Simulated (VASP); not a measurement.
# MgS (F-43m) in VASP: further runs

Runs on MgS. Level: LDA. Tasks: single point.

Everything below comes from runs of VASP 6.6.1. Logs are shortened: lines on timing, memory, paths and dates and some standing lists are left out, and cuts for length are marked.

## Step 1: Starting point

The structure is cubic, space group F-43m (No. 216). Conventional cell: a = 5.666 Å, b = 5.666 Å, c = 5.666 Å, α = 90.00°, β = 90.00°, γ = 90.00°. S (site symmetry -43m) has 4 Mg at 2.45 Å as nearest neighbours. Mg (site symmetry -43m) is surrounded by 4 S at 2.45 Å.

The cell comes from a database or a generator and needn't be the stable form of this composition.

## Step 2: Single point, LDA

INCAR

```
  ADDGRID = False
  ALGO = Normal
  EDIFF = 1E-6
  ENCUT = 550
  GGA = CA
  ISIF = 2
  ISMEAR = 0
  LASPH = True
  LCHARG = False
  LREAL = False
  LWAVE = False
  NELM = 100
  PREC = Low
  SIGMA = 0.05
```

KPOINTS

```
k-points
0
Gamma
  10 10 10
```

POSCAR

```
MgS
1.0
    0.0000000000      2.8331200468      2.8331200468
    2.8331200468      0.0000000000      2.8331200468
    2.8331200468      2.8331200468      0.0000000000
S Mg
1 1
Direct
    0.2346630000      0.2748010000      0.2357280000
   -0.0216520000      0.0237760000     -0.0317750000
```

Potentials or basis: VASP PAW LDA potentials, release 64 (S, Mg).

The run is started by

```
> cat potpaw_LDA.64/S/POTCAR potpaw_LDA.64/Mg/POTCAR > POTCAR
> mpirun -np 1 vasp_std > vasp.out
```

OUTCAR:

```text
EDIFF = 1E-6
   ENCUT = 550
   GGA = CA
   ISIF = 2
   ISMEAR = 0
   LASPH = True
   LREAL = False
   NELM = 100
   PREC = Low

 Found    504 irreducible k-points:

 Following reciprocal coordinates:
            Coordinates               Weight
  0.000000  0.000000  0.000000      1.000000
  0.100000  0.000000  0.000000      2.000000
  0.000000  0.100000  0.000000      2.000000
  0.000000  0.000000  0.100000      2.000000
  0.100000  0.100000  0.100000      2.000000
  0.200000  0.000000  0.000000      2.000000
   k-points           NKPTS =    504   k-points in BZ     NKDIM =    504   number of bands    NBANDS=      8
   number of dos      NEDOS =    301   number of ions     NIONS =      2
   total plane-waves  NPLWV =  13824
   dimension x,y,z NGX =    24 NGY =   24 NGZ =   24
   dimension x,y,z NGXF=    24 NGYF=   24 NGZF=   24
   ions per type =               1   1
   NGX,Y,Z   is equivalent  to a cutoff of   9.96,  9.96,  9.96 a.u.
   NGXF,Y,Z  is equivalent  to a cutoff of   9.96,  9.96,  9.96 a.u.
 SYSTEM =  unknown system
   PREC   = low       normal or accurate (medium, high low for compatibility)
   ISTART =      0    job   : 0-new  1-cont  2-samecut
   ICHARG =      2    charge: 1-file 2-atom 10-const
   ISPIN  =      1    spin polarized calculation?
   LNONCOLLINEAR =      F non collinear calculations
   LSORBIT =      F    spin-orbit coupling
   LASPH  =      T    aspherical Exc in radial PAW
   ENCUT  =  550.0 eV  40.42 Ry    6.36 a.u.   7.66  7.66  7.66*2*pi/ulx,y,z
   NELM   =    100;   NELMIN=  2; NELMDL= -5     # of ELM steps
   EDIFF  = 0.1E-05   stopping-criterion for ELM
   LREAL  =      F    real-space projection
   EDIFFG = 0.1E-04   stopping-criterion for IOM
   NSW    =      0    number of steps for IOM
   IBRION =     -1    ionic relax: 0-MD 1-quasi-New 2-CG
   NFREE  =      0    steps in history (QN), initial steepest desc. (CG)
   ISIF   =      2    stress and relaxation
   ISYM   =      2    0-nonsym 1-usesym 2-fastsym
   POTIM  = 0.5000    time-step for ionic-motion
   TEBEG  =    0.0;   TEEND  =   0.0 temperature during run
   PSTRESS=    0.0 pullay stress
   NELECT =       8.0000    total number of electrons
   NUPDOWN=      -1.0000    fix difference up-down
   EMIN   =  10.00;   EMAX   =-10.00  energy-range for DOS
   EFERMI =   0.00;   METHOD = LEGACY
   ISMEAR =     0;   SIGMA  =   0.05  broadening in eV -4-tet -1-fermi 0-gaus
   EFERMI_NEDOS =   21; number of points for ismear=-14 and -15
   IALGO  =     38    algorithm
   IMIX   =      4    mixing-type and parameters
     AMIX     =   0.40;   BMIX     =  1.00
     AMIX_MAG =   1.60;   BMIX_MAG =  1.00
  volume/ion in A,a.u.               =      22.74       153.46
  Fermi-wavevector in a.u.,A,eV,Ry     =   0.917269  1.733386 11.447692  0.841382
  Thomas-Fermi vector in A             =   2.042218
   LORBIT       =      0    0 simple, 1 ext, 2 COOP (PROOUT), +10 PAW based schemes
   GGA     = CA    functional components
   LHFCALC =     F    Hartree Fock is set to
   AEXX    =    0.0000 exact exchange contribution
   IVDW    =     0    specifies the selected vdW correction
   LEPSILON=     F    determine dielectric tensor
   LRPA    =     F    only Hartree local field effects (RPA)
 non-spin polarized calculation
 Gauss-broadening in eV      SIGMA  =   0.05
  energy-cutoff  :      550.00
  volume of cell :       45.48
 maximum number of plane-waves:      1363
   NGX = 15   NGY = 15   NGZ = 15

 number of electron       8.0000036 magnetization

 Free energy of the ion-electron system (eV)
  ---------------------------------------------------
  ext. energy  EPLUGINS =         0.00000000
  ---------------------------------------------------
  free energy    TOTEN  =        -9.35902409 eV

  energy without entropy =       -9.35902409  energy(sigma->0) =       -9.35902409

 E-fermi :   1.2654     XC(G=0):  -8.7521

 val. band max:        0.9985168035   @ k =   0.0000   0.0000   0.0000
 cond. band min:       4.0585289336   @ k =   0.0000   0.0000   0.0000
 fundamental gap:      3.0600121301
 Fermi energy:         1.2653956539

 k-point     1 :       0.0000    0.0000    0.0000
  band No.  band energies     occupation
      1     -10.3529      2.00000
      2       0.7805      2.00000
      3       0.8541      2.00000
      4       0.9985      2.00000
      5       4.0585      0.00000
      6       8.6339      0.00000
      7       8.6392      0.00000
      8       8.6602      0.00000

 k-point     2 :       0.1000    0.0000    0.0000
  band No.  band energies     occupation
      1     -10.2950      2.00000
      2       0.3531      2.00000
      3       0.7727      2.00000
      4       0.9483      2.00000
      5       4.5324      0.00000
      6       8.4846      0.00000
      7       8.7547      0.00000
      8       8.8013      0.00000

 k-point     3 :       0.0000    0.1000    0.0000
  band No.  band energies     occupation
      1     -10.2952      2.00000
      2       0.3756      2.00000
      3       0.7549      2.00000
      4       0.9411      2.00000
      5       4.5347      0.00000
      6       8.4799      0.00000
      7       8.7564      0.00000
      8       8.7980      0.00000

 k-point     4 :       0.0000    0.0000    0.1000
  band No.  band energies     occupation
      1     -10.2947      2.00000
      2       0.3090      2.00000
      3       0.8164      2.00000
      4       0.9536      2.00000
      5       4.5275      0.00000
      6       8.5026      0.00000
      7       8.7661      0.00000
      8       8.7849      0.00000

 k-point     5 :       0.1000    0.1000    0.1000
  band No.  band energies     occupation
      1     -10.2960      2.00000
      2       0.4902      2.00000
      3       0.7494      2.00000
      4       0.8202      2.00000
      5       4.5458      0.00000
      6       8.4892      0.00000
      7       8.7403      0.00000
      8       8.7727      0.00000

 k-point     6 :       0.2000    0.0000    0.0000
  band No.  band energies     occupation
      1     -10.1360      2.00000
      2      -0.5835      2.00000
      3       0.6822      2.00000
      4       0.8550      2.00000
      5       5.3262      0.00000
      6       8.3506      0.00000
      7       8.8735      0.00000
      8       9.0035      0.00000

 [... further k-points ...]

------------------------ aborting loop because EDIFF is reached ----------------------------------------

  FORCE on cell =-STRESS in cart. coord.  units (eV):
  Direction    XX          YY          ZZ          XY          YZ          ZX
  --------------------------------------------------------------------------------------
  -------------------------------------------------------------------------------------
  Total       -0.6666110     -0.6833544     -0.6446596     -0.0607913     -0.2703054     -0.3577103
  in kB      -23.4832453    -24.0730784    -22.7099466     -2.1415435     -9.5222677    -12.6013517
  external PRESSURE =     -23.4220901 kB  Pullay stress =       0.0000000 kB

 VOLUME and BASIS-vectors are now :
 -----------------------------------------------------------------------------
  energy-cutoff  :      550.00
  volume of cell :       45.48
      direct lattice vectors                 reciprocal lattice vectors
     0.000000000  2.833120047  2.833120047    -0.176483874  0.176483874  0.176483874
     2.833120047  0.000000000  2.833120047     0.176483874 -0.176483874  0.176483874
     2.833120047  2.833120047  0.000000000     0.176483874  0.176483874 -0.176483874

 POSITION                                       TOTAL-FORCE (eV/Angst)
 -----------------------------------------------------------------------------------
      1.44639      1.33267      1.44337        -0.256473     -0.340932     -0.046355
      2.81046      5.51487      2.83914         0.256473      0.340932      0.046355
 -----------------------------------------------------------------------------------
    total drift:                               -0.000016     -0.000534      0.000392

  FREE ENERGIE OF THE ION-ELECTRON SYSTEM (eV)
  ---------------------------------------------------
  free  energy   TOTEN  =        -9.3590240858 eV

  energy  without entropy=       -9.3590240858  energy(sigma->0) =       -9.35902409
```

It took 41 s on 1 thread of Intel Xeon Platinum 8559C (Emerald Rapids), shared host; peak memory 0.31 GiB.

These settings aren't checked as converged: the numbers below hold their error.

What came out:

| Item | Value |
| --- | --- |
| Free energy | -9.3590 eV |
| Pressure | -2.3 GPa |
| Largest force | 0.429 eV/Å |
| Band gap on the k mesh | 3.06 eV, direct |

## Step 3: Single point, LDA

Changes to INCAR since step 2:

```diff
@@ -12,3 +12,3 @@
   NELM = 100
-  PREC = Low
+  PREC = Normal
   SIGMA = 0.05
```

KPOINTS is that of step 2.

POSCAR

```
MgS
1.0
    0.0000000000      2.8331200468      2.8331200468
    2.8331200468      0.0000000000      2.8331200468
    2.8331200468      2.8331200468      0.0000000000
S Mg
1 1
Direct
    0.2500000000      0.2500000000      0.2500000000
    0.0000000000      0.0000000000      0.0000000000
```

Potentials or basis: VASP PAW LDA potentials, release 64 (S, Mg).

The run is started by

```
> cat potpaw_LDA.64/S/POTCAR potpaw_LDA.64/Mg/POTCAR > POTCAR
> mpirun -np 1 vasp_std > vasp.out
```

It used 5.1 s of CPU time on 1 thread of Intel(R) Xeon(R) Platinum 8559C (Emerald Rapids), on a shared host, which was overloaded at the time.

These settings aren't checked as converged: the numbers below hold their error.

What came out:

```yaml
Free_energy: -9.3783 eV
Pressure: -2.5 GPa
Band_gap_on_the_k_mesh: 3.18 eV, direct
```

(Part 1 of 2 ends here.)
